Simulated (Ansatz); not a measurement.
# Cadmium, diamond under PBE: structure, energy and stiffness, part 2 of 2

Aim: take cadmium in the diamond structure, relax it, solve it on a dense k-mesh, switch on spin-orbit coupling, then scale the cell to 7 volumes from 88 to 112 % of the relaxed one and try a fit of the equation of state. The k-meshes are 9×9×9 for the relaxation; 13×13×13 for the dense run; 8×8×8 for spin-orbit coupling; 13×13×13 for the volumes.

Ansatz 0.2.0; DFT, PBE, plane waves (420 eV) with PAW, scalar-relativistic. Earlier steps stand in the parts before.

### Step 4. With spin-orbit coupling

This is Cd in the diamond structure; at room conditions it is hcp.

Input file input.yaml:

```yaml
crystal:
  lattice:
    - [0.0, 3.3402176383, 3.3402176383]
    - [3.3402176383, 0.0, 3.3402176383]
    - [3.3402176383, 3.3402176383, 0.0]
  atoms:
    - { symbol: Cd, position: [0.125, 0.125, 0.125] }
    - { symbol: Cd, position: [0.875, 0.875, 0.875] }
hamiltonian:
  xc: pbe
  pseudopotentials:
    kind: paw_fr
    azcp:
      Cd: "pseudopotentials/Cd.paw.azcp"
basis:
  ecutwfc: 420
  fft_grid_basis: typed
kpoints:
  mp_grid: { grid: [8, 8, 8], shift: [0, 0, 0] }
magnetization:
  noncollinear: true
  spin_orbit: true
scf:
  occupations: { method: fermi_dirac, width: 0.1 }
```

The log of the run (excerpt; [...] marks lines left out):

```text
[...]
Pseudopotentials: kind: paw_fr
Pseudopotential: Cd, paw_fr, valence charge 20, recommended cutoff 420 eV (normal), <dir>
Functional definition: PBE
[...]
non-collinear run that drives no moment, with spin-orbit: no starting moment large enough to seed its density (crystal.atoms[].spin), no starting occupations that ask for one, no magnetisation constraint and no magnetic field, so the semilocal B_xc is pinned to zero
Crystal: 2 atoms, lattice volume = 74.534 Å³
Basis set: ecut = 420 eV, 1459 PW (Γ)
Bands: 48, of which v1, the nominal top of the filled ones, is band 40 counted from 1 (39 counted from 0)
Symmetry: 48 space group operations + 48 with time reversal
Magnetic group: BNS 227.129 (UNI 1631), of the structure as read, at distance tolerance 4.2e-5 Å
k-points: 29 of 512
Projection manifold: j_resolved (fully-relativistic pseudo-atomic orbitals)
[...]
SCF iter   1: F=—  HF=-16513.687265 eV  |F-HF|=—  |Δ(HF+E_count)|=         —  Δρ=1.34e-2  dr2=1.82e-1  dr2_m=0.00e0 (ungated)  ethr=3.10e-3  |M|=0.00e0 ∫|m|=0.00e0 μB  |m|>n=0.0e0 m-floor=0.0e0 τ_xc=0.0e0  β_m=0.30  ⟨swp⟩=10.1  Hψ=3430  notcnv=0
[...]
SCF iter   7: F=-16513.639311 eV  HF=-16513.639311 eV  |F-HF|=3.53e-10  |Δ(HF+E_count)|=   6.60e-8  Δρ=4.33e-6  dr2=7.70e-9  dr2_m=0.00e0 (ungated)  ethr=2.50e-10  |M|=0.00e0 ∫|m|=0.00e0 μB  |m|>n=0.0e0 m-floor=0.0e0 τ_xc=0.0e0  ⟨swp⟩=2.2  Hψ=1397  notcnv=0
[...]
SCF converged after 7 iterations
Magnetization: |M| = 0.0000 μB,  M = (+0.0000, +0.0000, +0.0000) μB
Absolute magnetization: 0.0000 μB (∫|m|)
  site 0: m = (+0.0000, +0.0000, +0.0000) μB, |m| = 0.0000 μB  (R = 1.19 Å)
  site 1: m = (+0.0000, +0.0000, +0.0000) μB, |m| = 0.0000 μB  (R = 1.19 Å)
Free energy (F): -16513.639311 eV
[...]
E sigma→0 (E₀):  -16513.620377 eV
Entropy (-TS):   -0.037868 eV (-18.934 meV/atom)
Fermi energy:    6.884803 eV
[...]
```

Run time: 12 s. Hardware: 1 thread of an x86-64 CPU, shared host; peak memory 0.57 GiB.

With and without spin-orbit coupling:

```
                          scalar-relativistic      with spin-orbit coupling
         k-mesh                      13×13×13                         8×8×8
gap on the mesh  none (levels filled in part)  none (levels filled in part)
```

The meshes differ, so small differences between the columns need not come from spin-orbit coupling.

### Step 5. The cell scaled to 88 % of its volume

Input file input.yaml:

```yaml
crystal:
  lattice:
    - [0.0, 3.2008770238, 3.2008770238]
    - [3.2008770238, 0.0, 3.2008770238]
    - [3.2008770238, 3.2008770238, 0.0]
  atoms:
    - { symbol: Cd, position: [0.125, 0.125, 0.125] }
    - { symbol: Cd, position: [0.875, 0.875, 0.875] }
hamiltonian:
  xc: pbe
  pseudopotentials:
    kind: paw
    azcp:
      Cd: "pseudopotentials/Cd.paw.azcp"
basis:
  ecutwfc: 420
  fft_grid_basis: typed
kpoints:
  mp_grid: { grid: [13, 13, 13], shift: [0, 0, 0] }
magnetization:
  spin_polarized: false
scf:
  occupations: { method: fermi_dirac, width: 0.1 }
output:
  stress: true
```

The log of the run (excerpt; [...] marks lines left out):

```text
[...]
Pseudopotentials: kind: paw
Pseudopotential: Cd, paw, valence charge 20, recommended cutoff 420 eV (normal), <dir>
Functional definition: PBE
[...]
Crystal: 2 atoms, lattice volume = 65.590 Å³
Basis set: ecut = 420 eV, 1243 PW (Γ)
Bands: 24, of which v1, the nominal top of the filled ones, is band 20 counted from 1 (19 counted from 0)
Symmetry: 48 space group operations
Space group: Fd-3m (ITA 227), of the structure as read, at distance tolerance 4.0e-5 Å
k-points: 84 of 2197
[...]
SCF iter   1: F=—  HF=-16508.191176 eV  |F-HF|=—  |Δ(HF+E_count)|=         —  Δρ=7.10e-4  dr2=5.61e-4  ethr=1.77e-3  ⟨swp⟩=5.3  Hψ=7994  notcnv=0
[...]
SCF iter   6: F=-16508.192179 eV  HF=-16508.192179 eV  |F-HF|=3.55e-9  |Δ(HF+E_count)|=   1.48e-7  Δρ=1.69e-6  dr2=1.24e-9  ethr=1.08e-10  ⟨swp⟩=2.0  Hψ=7035  notcnv=0
[...]
SCF converged after 6 iterations
Free energy (F): -16508.192179 eV
[...]
E sigma→0 (E₀):  -16508.174597 eV
Entropy (-TS):   -0.035164 eV (-17.582 meV/atom)
Fermi energy:    8.287292 eV
[...]
--- Stress (GPa, compression-positive) ---
        2.900243       0.000000       0.000000
        0.000000       2.900243       0.000000
       -0.000000      -0.000000       2.900243
  P = ⅓ Tr σ = 2.9002 GPa (29.002 kbar)
```

Run time: 9.5 s. Hardware: 1 thread of an x86-64 CPU, shared host; peak memory 0.56 GiB.

### Step 6. The cell scaled to 92 % of its volume

Edit input.yaml of step 5 so:

```diff
@@ -2,5 +2,5 @@
   lattice:
-    - [0.0, 3.2008770238, 3.2008770238]
-    - [3.2008770238, 0.0, 3.2008770238]
-    - [3.2008770238, 3.2008770238, 0.0]
+    - [0.0, 3.2486583522, 3.2486583522]
+    - [3.2486583522, 0.0, 3.2486583522]
+    - [3.2486583522, 3.2486583522, 0.0]
   atoms:
```

The log of the run (excerpt; [...] marks lines left out):

```text
[...]
Pseudopotentials: kind: paw
Pseudopotential: Cd, paw, valence charge 20, recommended cutoff 420 eV (normal), <dir>
Functional definition: PBE
[...]
Crystal: 2 atoms, lattice volume = 68.571 Å³
Basis set: ecut = 420 eV, 1363 PW (Γ)
Bands: 24, of which v1, the nominal top of the filled ones, is band 20 counted from 1 (19 counted from 0)
Symmetry: 48 space group operations
Space group: Fd-3m (ITA 227), of the structure as read, at distance tolerance 4.1e-5 Å
k-points: 84 of 2197
[...]
SCF iter   1: F=—  HF=-16508.233500 eV  |F-HF|=—  |Δ(HF+E_count)|=         —  Δρ=7.14e-4  dr2=5.66e-4  ethr=1.77e-3  ⟨swp⟩=5.3  Hψ=7998  notcnv=0
[...]
SCF iter   6: F=-16508.234511 eV  HF=-16508.234510 eV  |F-HF|=3.02e-9  |Δ(HF+E_count)|=   1.99e-7  Δρ=1.54e-6  dr2=9.53e-10  ethr=1.02e-10  ⟨swp⟩=2.1  Hψ=7079  notcnv=0
[...]
SCF converged after 6 iterations
Free energy (F): -16508.234511 eV
[...]
E sigma→0 (E₀):  -16508.216468 eV
Entropy (-TS):   -0.036085 eV (-18.042 meV/atom)
Fermi energy:    7.779957 eV
[...]
--- Stress (GPa, compression-positive) ---
        1.703171       0.000000       0.000000
        0.000000       1.703171      -0.000000
        0.000000      -0.000000       1.703171
  P = ⅓ Tr σ = 1.7032 GPa (17.032 kbar)
```

It took 8.4 s on 1 thread of an x86-64 CPU, shared host; peak memory 0.56 GiB.

### Step 7. The cell scaled to 96 % of its volume

Edit input.yaml of step 6 so:

```diff
@@ -2,5 +2,5 @@
   lattice:
-    - [0.0, 3.2486583522, 3.2486583522]
-    - [3.2486583522, 0.0, 3.2486583522]
-    - [3.2486583522, 3.2486583522, 0.0]
+    - [0.0, 3.2950740282, 3.2950740282]
+    - [3.2950740282, 0.0, 3.2950740282]
+    - [3.2950740282, 3.2950740282, 0.0]
   atoms:
```

The log of the run (excerpt; [...] marks lines left out):

```text
[...]
Pseudopotentials: kind: paw
Pseudopotential: Cd, paw, valence charge 20, recommended cutoff 420 eV (normal), <dir>
Functional definition: PBE
[...]
Crystal: 2 atoms, lattice volume = 71.553 Å³
Basis set: ecut = 420 eV, 1411 PW (Γ)
Bands: 24, of which v1, the nominal top of the filled ones, is band 20 counted from 1 (19 counted from 0)
Symmetry: 48 space group operations
Space group: Fd-3m (ITA 227), of the structure as read, at distance tolerance 4.2e-5 Å
k-points: 84 of 2197
[...]
SCF iter   1: F=—  HF=-16508.256336 eV  |F-HF|=—  |Δ(HF+E_count)|=         —  Δρ=7.10e-4  dr2=5.54e-4  ethr=1.77e-3  ⟨swp⟩=5.3  Hψ=8007  notcnv=0
[...]
SCF iter   6: F=-16508.257338 eV  HF=-16508.257337 eV  |F-HF|=3.55e-9  |Δ(HF+E_count)|=   2.42e-7  Δρ=1.65e-6  dr2=1.16e-9  ethr=1.14e-10  ⟨swp⟩=2.1  Hψ=7088  notcnv=0
[...]
SCF converged after 6 iterations
Free energy (F): -16508.257338 eV
[...]
E sigma→0 (E₀):  -16508.238919 eV
Entropy (-TS):   -0.036836 eV (-18.418 meV/atom)
Fermi energy:    7.322136 eV
[...]
--- Stress (GPa, compression-positive) ---
        0.790346      -0.000000       0.000000
       -0.000000       0.790346      -0.000000
        0.000000       0.000000       0.790346
  P = ⅓ Tr σ = 0.7903 GPa (7.903 kbar)
```

Run time: 9.7 s. Hardware: 1 thread of an x86-64 CPU, shared host; peak memory 0.56 GiB.

### Step 8. The cell scaled to 100 % of its volume

Edit input.yaml of step 7 so:

```diff
@@ -2,5 +2,5 @@
   lattice:
-    - [0.0, 3.2950740282, 3.2950740282]
-    - [3.2950740282, 0.0, 3.2950740282]
-    - [3.2950740282, 3.2950740282, 0.0]
+    - [0.0, 3.3402176383, 3.3402176383]
+    - [3.3402176383, 0.0, 3.3402176383]
+    - [3.3402176383, 3.3402176383, 0.0]
   atoms:
```

The log of the run (excerpt; [...] marks lines left out):

```text
[...]
Pseudopotentials: kind: paw
Pseudopotential: Cd, paw, valence charge 20, recommended cutoff 420 eV (normal), <dir>
Functional definition: PBE
[...]
Crystal: 2 atoms, lattice volume = 74.534 Å³
Basis set: ecut = 420 eV, 1459 PW (Γ)
Bands: 24, of which v1, the nominal top of the filled ones, is band 20 counted from 1 (19 counted from 0)
Symmetry: 48 space group operations
Space group: Fd-3m (ITA 227), of the structure as read, at distance tolerance 4.2e-5 Å
k-points: 84 of 2197
[...]
SCF iter   1: F=—  HF=-16508.264299 eV  |F-HF|=—  |Δ(HF+E_count)|=         —  Δρ=7.01e-4  dr2=5.38e-4  ethr=1.77e-3  ⟨swp⟩=5.3  Hψ=8026  notcnv=0
[...]
SCF iter   6: F=-16508.265295 eV  HF=-16508.265295 eV  |F-HF|=4.99e-9  |Δ(HF+E_count)|=   2.92e-7  Δρ=1.63e-6  dr2=1.36e-9  ethr=1.49e-10  ⟨swp⟩=2.1  Hψ=7093  notcnv=0
[...]
SCF converged after 6 iterations
Free energy (F): -16508.265295 eV
[...]
E sigma→0 (E₀):  -16508.246460 eV
Entropy (-TS):   -0.037670 eV (-18.835 meV/atom)
Fermi energy:    6.907121 eV
[...]
--- Stress (GPa, compression-positive) ---
        0.094881      -0.000000      -0.000000
       -0.000000       0.094881       0.000000
       -0.000000      -0.000000       0.094881
  P = ⅓ Tr σ = 0.0949 GPa (0.949 kbar)
```

It took 9.7 s on 1 thread of an x86-64 CPU, shared host; peak memory 0.57 GiB.

### Step 9. The cell scaled to 104 % of its volume

Edit input.yaml of step 8 so:

```diff
@@ -2,5 +2,5 @@
   lattice:
-    - [0.0, 3.3402176383, 3.3402176383]
-    - [3.3402176383, 0.0, 3.3402176383]
-    - [3.3402176383, 3.3402176383, 0.0]
+    - [0.0, 3.3841729111, 3.3841729111]
+    - [3.3841729111, 0.0, 3.3841729111]
+    - [3.3841729111, 3.3841729111, 0.0]
   atoms:
```

The log of the run (excerpt; [...] marks lines left out):

```text
[...]
Pseudopotentials: kind: paw
Pseudopotential: Cd, paw, valence charge 20, recommended cutoff 420 eV (normal), <dir>
Functional definition: PBE
[...]
Crystal: 2 atoms, lattice volume = 77.515 Å³
Basis set: ecut = 420 eV, 1459 PW (Γ)
Bands: 24, of which v1, the nominal top of the filled ones, is band 20 counted from 1 (19 counted from 0)
Symmetry: 48 space group operations
Space group: Fd-3m (ITA 227), of the structure as read, at distance tolerance 4.3e-5 Å
k-points: 84 of 2197
[...]
SCF iter   1: F=—  HF=-16508.260949 eV  |F-HF|=—  |Δ(HF+E_count)|=         —  Δρ=6.84e-4  dr2=4.99e-4  ethr=1.77e-3  ⟨swp⟩=5.2  Hψ=8021  notcnv=0
[...]
SCF iter   6: F=-16508.261949 eV  HF=-16508.261949 eV  |F-HF|=6.14e-9  |Δ(HF+E_count)|=   3.21e-7  Δρ=1.80e-6  dr2=1.95e-9  ethr=1.98e-10  ⟨swp⟩=2.0  Hψ=7094  notcnv=0
[...]
SCF converged after 6 iterations
Free energy (F): -16508.261949 eV
[...]
E sigma→0 (E₀):  -16508.242593 eV
Entropy (-TS):   -0.038712 eV (-19.356 meV/atom)
Fermi energy:    6.528546 eV
[...]
--- Stress (GPa, compression-positive) ---
       -0.427955      -0.000000       0.000000
       -0.000000      -0.427955       0.000000
       -0.000000       0.000000      -0.427955
  P = ⅓ Tr σ = -0.4280 GPa (-4.280 kbar)
```

It took 11 s on 1 thread of an x86-64 CPU, shared host; peak memory 0.58 GiB.

### Step 10. The cell scaled to 108 % of its volume

Edit input.yaml of step 9 so:

```diff
@@ -2,5 +2,5 @@
   lattice:
-    - [0.0, 3.3841729111, 3.3841729111]
-    - [3.3841729111, 0.0, 3.3841729111]
-    - [3.3841729111, 3.3841729111, 0.0]
+    - [0.0, 3.4270150909, 3.4270150909]
+    - [3.4270150909, 0.0, 3.4270150909]
+    - [3.4270150909, 3.4270150909, 0.0]
   atoms:
```

The log of the run (excerpt; [...] marks lines left out):

```text
[...]
Pseudopotentials: kind: paw
Pseudopotential: Cd, paw, valence charge 20, recommended cutoff 420 eV (normal), <dir>
Functional definition: PBE
[...]
Crystal: 2 atoms, lattice volume = 80.497 Å³
Basis set: ecut = 420 eV, 1591 PW (Γ)
Bands: 24, of which v1, the nominal top of the filled ones, is band 20 counted from 1 (19 counted from 0)
Symmetry: 48 space group operations
Space group: Fd-3m (ITA 227), of the structure as read, at distance tolerance 4.3e-5 Å
k-points: 84 of 2197
[...]
SCF iter   1: F=—  HF=-16508.249225 eV  |F-HF|=—  |Δ(HF+E_count)|=         —  Δρ=6.67e-4  dr2=4.52e-4  ethr=1.77e-3  ⟨swp⟩=5.2  Hψ=8037  notcnv=0
[...]
SCF iter   6: F=-16508.250242 eV  HF=-16508.250242 eV  |F-HF|=6.81e-9  |Δ(HF+E_count)|=   3.46e-7  Δρ=2.00e-6  dr2=2.68e-9  ethr=2.50e-10  ⟨swp⟩=4.0  Hψ=6137  notcnv=0
[...]
SCF converged after 6 iterations
Free energy (F): -16508.250242 eV
[...]
E sigma→0 (E₀):  -16508.230380 eV
Entropy (-TS):   -0.039724 eV (-19.862 meV/atom)
Fermi energy:    6.181026 eV
[...]
--- Stress (GPa, compression-positive) ---
       -0.810895      -0.000000      -0.000000
       -0.000000      -0.810895       0.000000
        0.000000       0.000000      -0.810895
  P = ⅓ Tr σ = -0.8109 GPa (-8.109 kbar)
```

Wall time 10 s (1 thread of an x86-64 CPU, shared host); peak memory 0.58 GiB.

### Step 11. The cell scaled to 112 % of its volume

Edit input.yaml of step 10 so:

```diff
@@ -2,5 +2,5 @@
   lattice:
-    - [0.0, 3.4270150909, 3.4270150909]
-    - [3.4270150909, 0.0, 3.4270150909]
-    - [3.4270150909, 3.4270150909, 0.0]
+    - [0.0, 3.4688120772, 3.4688120772]
+    - [3.4688120772, 0.0, 3.4688120772]
+    - [3.4688120772, 3.4688120772, 0.0]
   atoms:
```

The log of the run (excerpt; [...] marks lines left out):

```text
[...]
Pseudopotentials: kind: paw
Pseudopotential: Cd, paw, valence charge 20, recommended cutoff 420 eV (normal), <dir>
Functional definition: PBE
[...]
Crystal: 2 atoms, lattice volume = 83.478 Å³
Basis set: ecut = 420 eV, 1639 PW (Γ)
Bands: 24, of which v1, the nominal top of the filled ones, is band 20 counted from 1 (19 counted from 0)
Symmetry: 48 space group operations
Space group: Fd-3m (ITA 227), of the structure as read, at distance tolerance 4.4e-5 Å
k-points: 84 of 2197
[...]
SCF iter   1: F=—  HF=-16508.231431 eV  |F-HF|=—  |Δ(HF+E_count)|=         —  Δρ=6.47e-4  dr2=4.06e-4  ethr=1.77e-3  ⟨swp⟩=5.2  Hψ=8036  notcnv=0
[...]
SCF iter   6: F=-16508.232459 eV  HF=-16508.232459 eV  |F-HF|=6.76e-9  |Δ(HF+E_count)|=   3.14e-7  Δρ=2.66e-6  dr2=5.18e-9  ethr=2.50e-10  ⟨swp⟩=4.0  Hψ=6615  notcnv=0
[...]
SCF converged after 6 iterations
Free energy (F): -16508.232459 eV
[...]
E sigma→0 (E₀):  -16508.212299 eV
Entropy (-TS):   -0.040321 eV (-20.161 meV/atom)
Fermi energy:    5.861068 eV
[...]
--- Stress (GPa, compression-positive) ---
       -1.086050       0.000000       0.000000
        0.000000      -1.086050      -0.000000
        0.000000       0.000000      -1.086050
  P = ⅓ Tr σ = -1.0860 GPa (-10.860 kbar)
```

Wall time 10 s (1 thread of an x86-64 CPU, shared host); peak memory 0.59 GiB.

### Step 12. Fitting the volumes

The cell was scaled evenly, with its shape and the fractional positions fixed.

```
V (Å³/atom)  E − E₀ (meV/atom)  P from the stress (GPa)  P from the fit (GPa)
     32.795               35.9                     2.90                  2.89
     34.286               15.0                     1.70                  1.68
     35.776                3.7                     0.79                  0.76
     37.267                0.0                     0.09                  0.07
     38.758                1.9                    -0.43                 -0.45
     40.248                8.0                    -0.81                 -0.83
     41.739               17.1                    -1.09                 -1.12
```

A third-order Birch-Murnaghan fit gives V₀ = 37.447 Å³/atom, B₀ = 14.5 GPa and B₀′ = 6.2; it misses no point by more than 0.07 meV/atom.

### Step 13. Results

This closing draws on all 2 parts.

```
                      quantity                          value
space group (spins left aside)                Fd-3m (No. 227)
             conventional cell                    a = 6.680 Å
                        volume                 37.267 Å³/atom
             shortest distance                        2.893 Å
               gap on the mesh   none (levels filled in part)
               relative to hcp                  +329 meV/atom
                   V₀, B₀, B₀′  37.447 Å³/atom, 14.5 GPa, 6.2
```

**Reading.** From the guessed start the volume grew by 27.9 % in 8 steps. Against the reference form of cadmium (hcp, computed apart with the same settings) it stands 329 meV/atom higher, so it is far from stable. Levels at the Fermi energy are filled in part, as in a metal. The total energy of the spin-orbit run lies -2.7 eV/atom from the scalar one, but the two kinds of run don't share a zero of energy: only differences within one kind count. The fitted modulus is 14.5 GPa, a soft solid. Relaxation kept the symmetry; phonons were not checked.
